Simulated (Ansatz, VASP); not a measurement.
# SiC: VASP beside Ansatz

INCAR

```
SYSTEM = SiC
PREC = Accurate
ENCUT = 520
EDIFF = 1E-7
ISMEAR = 0
SIGMA = 0.05
LREAL = .False.
LASPH = .True.
NELM = 100
ALGO = Normal
ISIF = 2
LWAVE = .False.
LCHARG = .True.
GGA = PE
LELF = .True.
LVHAR = .True.
NBANDS = 11
```

Contents of KPOINTS:

```
Automatic mesh
0
Gamma
  10 10 10
  0 0 0
```

File POSCAR:

```
SiC
1.0
    0.0000000000      2.1898586930      2.1898586930
    2.1898586930      0.0000000000      2.1898586930
    2.1898586930      2.1898586930      0.0000000000
Si C
1 1
Direct
    0.0000000000      0.0000000000      0.0000000000
    0.7500000000      0.7500000000      0.7500000000
```

Input for Ansatz:

```yaml
crystal:
  lattice:
    - [0.0, 2.189858693, 2.189858693]
    - [2.189858693, 0.0, 2.189858693]
    - [2.189858693, 2.189858693, 0.0]
  atoms:
    - { symbol: Si, position: [0.0, 0.0, 0.0] }
    - { symbol: C, position: [0.75, 0.75, 0.75] }
basis:
  ecutwfc: 520.0
kpoints:
  mp_grid: { grid: [10, 10, 10] }
hamiltonian:
  xc: pbe
scf:
  occupations: { method: gaussian, width: 0.05 }
output:
  forces: true
  stress: true
  eigenvalues: true
```

Alike in both runs: task single point; functional PBE; k mesh 10 × 10 × 10; occupations gaussian, width 0.05 eV; no spin polarisation.

|  | VASP | Ansatz |
| --- | --- | --- |
| version | VASP 6.6.1 | Ansatz 0.2.0 |
| potentials or method | VASP PAW PBE potentials, release 64 (Si, C) | scalar-relativistic, plane waves, PAW |
| plane-wave cutoff (eV) | 520 | 520 |
| valence electrons in the cell | 8 | 8 |

```csv
,VASP,Ansatz,Ansatz less VASP
gap on the k mesh at the Fermi level (eV),1.37,1.37,+0.002
least direct gap on the mesh (eV),4.53,4.53,+0.003
pressure (GPa),0.0,0.0,+0.05
```

The functional is the same, so the differences come from potentials, cutoffs and numerics.

A k mesh can miss the band edges. PBE gaps usually lie below the measured ones, often by a third to a half.
